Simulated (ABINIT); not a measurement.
# Sn (Im-3m) in ABINIT: further runs

One crystal, Sn, is run at these levels: LDA, PBEsol; tasks: band structure.

Program: ABINIT 10.8.3 (patched build). These are calculated values, not measurements. Logs are shortened: lines on timing, memory, paths and dates and some standing lists are left out, and cuts for length are marked. The log counts tension as positive stress, the text compression.

### Step 1. The crystal as given

Symmetry: Im-3m, No. 229, cubic system. Conventional cell: a = 3.789 Å, b = 3.789 Å, c = 3.789 Å, α = 90.00°, β = 90.00°, γ = 90.00°. Around Sn (site symmetry m-3m) lie 8 Sn at 3.28 Å.

This isn't the form of Sn at room conditions, which is tetragonal (white tin).

### Step 2. Band structure, LDA

The input, run.abi:

```
# Datasets: ground state, then fixed potential
ndtset 2

# Pseudopotentials
pp_dirpath "./"
pseudos "Sn.GGA_PBE-JTH.xml"

# Structure
acell 3*1.0 Angstrom
rprim
    -1.8946518192     1.8946518192     1.8946518192
     1.8946518192    -1.8946518192     1.8946518192
     1.8946518192     1.8946518192    -1.8946518192
ntypat 1
znucl 50
natom 1
typat 1
xred
     0.0000000000     0.0000000000     0.0000000000

# Plane-wave basis
ecut 26.0
pawecutdg 48.0

# Exchange and correlation
ixc 7

# Bands and occupations
occopt 3
tsmear 0.05 eV

# SCF cycle
nstep 100

# Output
iomode 3
prtwf 0
prteig 0
prtebands 0
prtden1 1

# Dataset 1
kptopt1 1
ngkpt1 10 10 10
nshiftk1 1
shiftk1 0.0 0.0 0.0
nband1 11
tolvrs1 1.0e-9

# Dataset 2: bands along G-H-N-G-P-H
iscf2 -2
getden2 1
nband2 17
nbdbuf2 4
tolwfr2 1.0e-11
kptopt2 -5
ndivsm2 6
prteig2 1
prtvol2 -3
kptbounds2
     0.0000000000     0.0000000000     0.0000000000
     0.5000000000    -0.5000000000     0.5000000000
     0.0000000000     0.0000000000     0.5000000000
     0.0000000000     0.0000000000     0.0000000000
     0.2500000000     0.2500000000     0.2500000000
     0.5000000000    -0.5000000000     0.5000000000
```

Potentials or basis: JTH PAW PBE v2.0.

The run is started by

```sh
$ abinit run.abi > log 2>&1
```

run.abo:

```text
.Version 10.8.3 of ABINIT
 DATASET    1 : space group Im -3 m (#229); Bravais cI (body-center cubic)
================================================================================
 Values of the parameters that define the memory need for DATASET  1.
     intxc =       0    ionmov =       0      iscf =      17    lmnmax =      18
     lnmax =       6     mgfft =      30  mpssoang =       3    mqgrid =    3001
     natom =       1  nloc_mem =       2    nspden =       1   nspinor =       1
    nsppol =       1      nsym =      48    n1xccc =       1    ntypat =       1
    occopt =       3   xclevel =       1
       mpw =        1176          nfft =       27000          nkpt =          47
 PAW method is used; the additional fine FFT grid is defined by:
   mgfftf=        40    nfftf =     64000
================================================================================
================================================================================

 DATASET    2 : space group Im -3 m (#229); Bravais cI (body-center cubic)
================================================================================
 Values of the parameters that define the memory need for DATASET  2.
     intxc =       0    ionmov =       0      iscf =      -2    lmnmax =      18
     lnmax =       6     mgfft =      30  mpssoang =       3    mqgrid =    3001
     natom =       1  nloc_mem =       2    nspden =       1   nspinor =       1
    nsppol =       1      nsym =      48    n1xccc =       1    ntypat =       1
    occopt =       3   xclevel =       1
       mpw =        1184          nfft =       27000          nkpt =          35
 PAW method is used; the additional fine FFT grid is defined by:
   mgfftf=        40    nfftf =     64000
================================================================================
================================================================================

--------------------------------------------------------------------------------
------------- Echo of variables that govern the present computation ------------
--------------------------------------------------------------------------------
 -outvars: echo values of preprocessed input variables --------
            acell      1.8897261259E+00  1.8897261259E+00  1.8897261259E+00 Bohr
              amu      1.18710000E+02
             ecut      2.60000000E+01 Hartree
           getden1          0
           getden2          1
             iscf1         17
             iscf2         -2
              ixc           7
           jdtset        1    2
           kptopt1          1
           kptopt2         -5
         kptrlatt       10    0    0      0   10    0      0    0   10
          kptrlen1     6.20138802E+01
          kptrlen2     3.00000000E+01
            natom           1
            nband1         11
            nband2         17
           nbdbuf1          0
           nbdbuf2          4
           ndtset           2
           ndivsm1          0
           ndivsm2          6
            ngfft          30      30      30
          ngfftdg          40      40      40
             nkpt1         47
             nkpt2         35
            nstep         100
             nsym          48
           ntypat           1
           occopt           3
        pawecutdg      4.80000000E+01 Hartree
        prtebands           0
           prteig1          0
           prteig2          1
           prtvol1          0
           prtvol2         -3
            prtwf           0
            rprim     -1.8946518192E+00  1.8946518192E+00  1.8946518192E+00
                       1.8946518192E+00 -1.8946518192E+00  1.8946518192E+00
                       1.8946518192E+00  1.8946518192E+00 -1.8946518192E+00
           shiftk1     0.00000000E+00  0.00000000E+00  0.00000000E+00
           shiftk2     5.00000000E-01  5.00000000E-01  5.00000000E-01
          spgroup         229
           tolvrs1     1.00000000E-09
           tolvrs2     0.00000000E+00
           tolwfr1     0.00000000E+00
           tolwfr2     1.00000000E-11
           tsmear      1.83746611E-03 Hartree
            typat      1
           useylm           1
            znucl       50.00000

================================================================================

 chkinp: Checking input parameters for consistency, jdtset=   1.

 chkinp: Checking input parameters for consistency, jdtset=   2.

================================================================================
[... 167 lines left out ...]
Total energy DC (eV): -1.67949807149978E+05
...

 Cartesian components of stress tensor (hartree/bohr^3)
  sigma(1 1)=  1.32061359E-04  sigma(3 2)=  0.00000000E+00
  sigma(2 2)=  1.32061359E-04  sigma(3 1)=  0.00000000E+00
  sigma(3 3)=  1.32061359E-04  sigma(2 1)=  0.00000000E+00

-Cartesian components of stress tensor (GPa)         [Pressure= -3.8854E+00 GPa]
- sigma(1 1)=  3.88537933E+00  sigma(3 2)=  0.00000000E+00
- sigma(2 2)=  3.88537933E+00  sigma(3 1)=  0.00000000E+00
- sigma(3 3)=  3.88537933E+00  sigma(2 1)=  0.00000000E+00

================================================================================
== DATASET  2 ==================================================================

--- !DatasetInfo
iteration_state: {dtset: 2, }
dimensions: {natom: 1, nkpt: 35, mband: 17, nsppol: 1, nspinor: 1, nspden: 1, mpw: 1184, }
cutoff_energies: {ecut:  26.0, pawecutdg:  48.0, }
electrons: {nelect:   1.40000000E+01, charge:   0.00000000E+00, occopt:   3.00000000E+00, tsmear:   1.83746611E-03, }
meta: {optdriver: 0, ionmov: 0, optcell: 0, iscf: -2, paral_kgb: 0, }
...

 mkfilename : getden/=0, take file _DEN from output of DATASET   1.

 Exchange-correlation functional for the present dataset will be:
  LDA: Perdew-Wang 92 LSD fit to Ceperley-Alder data - ixc=7
  J.P.Perdew and Y.Wang, PRB 45, 13244 (1992)

 Real(R)+Recip(G) space primitive vectors, cartesian coordinates (Bohr,Bohr^-1):
 R(1)= -3.5803730  3.5803730  3.5803730  G(1)=  0.0000000  0.1396503  0.1396503
 R(2)=  3.5803730 -3.5803730  3.5803730  G(2)=  0.1396503  0.0000000  0.1396503
 R(3)=  3.5803730  3.5803730 -3.5803730  G(3)=  0.1396503  0.1396503  0.0000000
 Unit cell volume ucvol=  1.8358823E+02 bohr^3
 Angles (23,13,12)=  1.09471221E+02  1.09471221E+02  1.09471221E+02 degrees

 Coarse grid specifications (used for wave-functions):

 getcut: wavevector=  0.0000  0.0000  0.0000  ngfft=  30  30  30
         ecut(hartree)=     26.000   => boxcut(ratio)=   2.10756

 Fine grid specifications (used for densities):

 getcut: wavevector=  0.0000  0.0000  0.0000  ngfft=  40  40  40
         ecut(hartree)=     48.000   => boxcut(ratio)=   2.06946
--------------------------------------------------------------------------------

================================================================================
 Non-SCF case, kpt    1 (  0.00000  0.00000  0.00000), residuals and eigenvalues=
  8.92E-12  4.03E-12  2.37E-12  1.56E-12  4.66E-12  6.66E-12  3.32E-12  1.44E-12
  5.47E-12  2.01E-12  6.42E-12  8.88E-12  1.99E-12  4.10E-10  2.03E-08  8.77E-12
  6.75E-05
 -5.5879E-01 -5.5879E-01 -5.5879E-01 -5.5364E-01 -5.5364E-01 -1.8123E-01
  5.1413E-01  5.1413E-01  5.1413E-01  6.8087E-01  6.8087E-01  6.8087E-01
  6.9692E-01  6.9692E-01  6.9692E-01  7.4287E-01  7.4292E-01
 Non-SCF case, kpt    2 (  0.06250 -0.06250  0.06250), residuals and eigenvalues=
  1.52E-12  6.31E-12  6.86E-12  8.92E-12  9.98E-12  1.53E-12  7.02E-12  6.47E-12
  8.37E-12  3.45E-12  3.91E-12  3.58E-12  6.55E-12  2.07E-08  1.29E-09  3.43E-07
  1.11E-04
[... 220 lines left out ...]
 Non-SCF case, kpt   34 (  0.46429 -0.39286  0.46429), residuals and eigenvalues=
  2.08E-12  7.83E-12  6.73E-12  4.72E-12  7.87E-12  1.52E-12  1.85E-12  7.90E-12
  8.22E-12  1.06E-12  5.75E-12  4.00E-12  6.86E-12  8.04E-12  3.25E-12  5.27E-11
  3.55E-06
 -5.5921E-01 -5.5921E-01 -5.5211E-01 -5.5135E-01 -5.5135E-01  1.0336E-01
  1.9667E-01  1.9667E-01  2.4774E-01  3.9745E-01  3.9745E-01  8.6613E-01
  9.4529E-01  9.7979E-01  9.7979E-01  1.1027E+00  1.1027E+00
 Non-SCF case, kpt   35 (  0.50000 -0.50000  0.50000), residuals and eigenvalues=
  3.32E-12  6.72E-12  2.67E-12  1.96E-12  6.12E-12  3.26E-12  5.67E-13  1.39E-12
  3.42E-12  1.15E-12  3.45E-12  3.99E-12  3.21E-12  1.00E-10  8.14E-08  4.36E-12
  5.36E-12
 -5.5955E-01 -5.5955E-01 -5.5127E-01 -5.5127E-01 -5.5127E-01  1.2869E-01
  2.0928E-01  2.0928E-01  2.0928E-01  3.7412E-01  3.7412E-01  9.1362E-01
  1.0018E+00  1.0018E+00  1.0018E+00  1.0724E+00  1.0724E+00

--- !ResultsGS
iteration_state: {dtset: 2, }
comment   : Summary of ground state results
lattice_vectors:
- [ -3.5803730,   3.5803730,   3.5803730, ]
- [  3.5803730,  -3.5803730,   3.5803730, ]
- [  3.5803730,   3.5803730,  -3.5803730, ]
lattice_lengths: [   6.20139,    6.20139,    6.20139, ]
lattice_angles: [109.471, 109.471, 109.471, ] # degrees, (23, 13, 12)
lattice_volume:   1.8358823E+02
convergence: {deltae:  0.000E+00, res2:  0.000E+00, residm:  9.978E-12, diffor:  0.000E+00, }
etotal    :  -6.98434014E+01
entropy   :   0.00000000E+00
fermie    :   2.25564732E-01
cartesian_stress_tensor: null
pressure_GPa: null
xred      :
- [  0.0000E+00,   0.0000E+00,   0.0000E+00, Sn]
cartesian_forces: null
force_length_stats: {min: null, max: null, mean: null, }
...

 Integrated electronic density in atomic spheres:
 ------------------------------------------------
 Atom  Sphere_radius  Integrated_density
    1        2.51086         11.86646661

================================================================================

 ----iterations are completed or convergence reached----

 Mean square residual over all n,k,spin=   47.201E-13; max=  99.781E-13
 reduced coordinates (array xred) for    1 atoms
       0.000000000000      0.000000000000      0.000000000000

 cartesian coordinates (angstrom) at end:
    1      0.00000000000000     0.00000000000000     0.00000000000000
 length scales=  1.889726125908  1.889726125908  1.889726125908 bohr
              =  1.000000000000  1.000000000000  1.000000000000 angstroms
 Eigenvalues (hartree) for nkpt=  35  k points:
 kpt#   1, nband= 17, wtk=  1.00000, kpt=  0.0000  0.0000  0.0000 (reduced coord)
  -0.55879   -0.55879   -0.55879   -0.55364   -0.55364   -0.18123    0.51413    0.51413
   0.51413    0.68087    0.68087    0.68087    0.69692    0.69692    0.69692    0.74287
   0.74292
 kpt#   2, nband= 17, wtk=  1.00000, kpt=  0.0625 -0.0625  0.0625 (reduced coord)
  -0.55859   -0.55859   -0.55851   -0.55386   -0.55360   -0.17500    0.48066    0.48927
   0.48927    0.62533    0.65359    0.65359    0.70077    0.75578    0.76503    0.76503
   0.81022
 kpt#   3, nband= 17, wtk=  1.00000, kpt=  0.1250 -0.1250  0.1250 (reduced coord)
  -0.55798   -0.55798   -0.55768   -0.55447   -0.55361   -0.15630    0.41707    0.43325
   0.43325    0.55841    0.66024    0.66024    0.71242    0.77170    0.86203    0.86207
   0.90613
 kpt#   4, nband= 17, wtk=  1.00000, kpt=  0.1875 -0.1875  0.1875 (reduced coord)
  -0.55698   -0.55698   -0.55646   -0.55541   -0.55396   -0.12518    0.35479    0.37219
   0.37219    0.50127    0.69072    0.69072    0.73215    0.79276    0.88705    0.97101
   0.97111
 kpt#   5, nband= 17, wtk=  1.00000, kpt=  0.2500 -0.2500  0.2500 (reduced coord)
[... 109 lines left out ...]
   0.39888    0.52888    0.52888    0.62956    0.92122    0.92482    0.92482    1.20090
   1.20190
 kpt#  33, nband= 17, wtk=  1.00000, kpt=  0.4286 -0.2857  0.4286 (reduced coord)
  -0.55829   -0.55829   -0.55424   -0.55161   -0.55161    0.06889    0.17247    0.17247
   0.31996    0.45391    0.45391    0.74495    0.92890    0.94854    0.94854    1.15675
   1.15687
 kpt#  34, nband= 17, wtk=  1.00000, kpt=  0.4643 -0.3929  0.4643 (reduced coord)
  -0.55921   -0.55921   -0.55211   -0.55135   -0.55135    0.10336    0.19667    0.19667
   0.24774    0.39745    0.39745    0.86613    0.94529    0.97979    0.97979    1.10271
   1.10272
 kpt#  35, nband= 17, wtk=  1.00000, kpt=  0.5000 -0.5000  0.5000 (reduced coord)
  -0.55955   -0.55955   -0.55127   -0.55127   -0.55127    0.12869    0.20928    0.20928
   0.20928    0.37412    0.37412    0.91362    1.00175    1.00175    1.00175    1.07241
   1.07241

== END DATASET(S) ==============================================================
================================================================================

 -outvars: echo values of variables after computation  --------
            acell      1.8897261259E+00  1.8897261259E+00  1.8897261259E+00 Bohr
           etotal1    -6.9843401394E+01
            fcart1    -0.0000000000E+00 -0.0000000000E+00 -0.0000000000E+00
            rprim     -1.8946518192E+00  1.8946518192E+00  1.8946518192E+00
                       1.8946518192E+00 -1.8946518192E+00  1.8946518192E+00
                       1.8946518192E+00  1.8946518192E+00 -1.8946518192E+00
           strten1     1.3206135933E-04  1.3206135933E-04  1.3206135933E-04
                       0.0000000000E+00  0.0000000000E+00  0.0000000000E+00
 Calculation completed.
```

Wall time 21 s (1 thread of Arm Neoverse V2, shared host); peak memory 0.09 GiB.

What came out:

| Item | Value |
| --- | --- |
| Free energy | -1900.5358 eV |
| Pressure | -3.9 GPa |
| Band gap on the k mesh | none (metal or under the smearing width) |
| Valence electrons inside the program's atomic spheres | Sn 11.87 (radii [1.3287] Å) |

Levels at the corners of the path, in eV from the Fermi level:
| point | band 4 | band 5 | band 6 | band 7 | band 8 | band 9 | band 10 | band 11 |
| --- | --- | --- | --- | --- | --- | --- | --- | --- |
| Γ | -21.20 | -21.20 | -11.07 | 7.85 | 7.85 | 7.85 | 12.39 | 12.39 |
| H | -21.14 | -21.14 | -2.64 | -0.44 | -0.44 | -0.44 | 4.04 | 4.04 |
| N | -21.21 | -21.12 | -6.46 | -4.34 | 3.58 | 5.45 | 8.06 | 8.42 |
| Γ | -21.20 | -21.20 | -11.07 | 7.85 | 7.85 | 7.85 | 12.39 | 12.39 |
| P | -21.21 | -21.21 | -5.25 | -1.36 | -1.36 | -1.36 | 17.91 | 17.91 |
| H | -21.14 | -21.14 | -2.64 | -0.44 | -0.44 | -0.44 | 4.04 | 4.04 |

Caveat: the PAW data sets were made with another functional, which shifts forces and pressure a little; spin-orbit coupling is left out, which moves the levels of the heavy elements.

### Step 3. Band structure, PBEsol

run.abi: that of step 2 with these lines changed.

```diff
@@ -23,5 +23,6 @@
 pawecutdg 48.0
+pawxcdev 0
 
 # Exchange and correlation
-ixc 7
+ixc -116133
```

Potentials or basis: JTH PAW PBE v2.0.

The run is started by

```sh
$ abinit run.abi > log 2>&1
```

It took 22 s on 1 thread of Arm Neoverse V2, shared host; peak memory 0.11 GiB.

The run converged. Its results:

| Quantity | Value |
| --- | --- |
| Free energy | -1896.9689 eV |
| Pressure | -2.7 GPa |
| Band gap on the k mesh | none (metal or under the smearing width) |
| Valence electrons inside the program's atomic spheres | Sn 11.84 (radii [1.3287] Å) |

Levels at the corners of the path, in eV from the Fermi level:
```csv
point,band 3,band 4,band 5,band 6,band 7,band 8,band 9,band 10,band 11,band 12
Γ,-21.41,-21.28,-21.28,-11.06,7.97,7.97,7.97,12.25,12.25,12.25
H,-21.21,-21.21,-21.21,-2.48,-0.45,-0.45,-0.45,3.89,3.89,18.64
N,-21.28,-21.28,-21.19,-6.39,-4.39,3.63,5.46,7.98,8.30,15.08
Γ,-21.41,-21.28,-21.28,-11.06,7.97,7.97,7.97,12.25,12.25,12.25
P,-21.35,-21.28,-21.28,-5.13,-1.41,-1.41,-1.41,17.92,17.92,17.92
H,-21.21,-21.21,-21.21,-2.48,-0.45,-0.45,-0.45,3.89,3.89,18.64
```

Caveat: the PAW data sets were made with another functional, which shifts forces and pressure a little; spin-orbit coupling is left out, which moves the levels of the heavy elements.
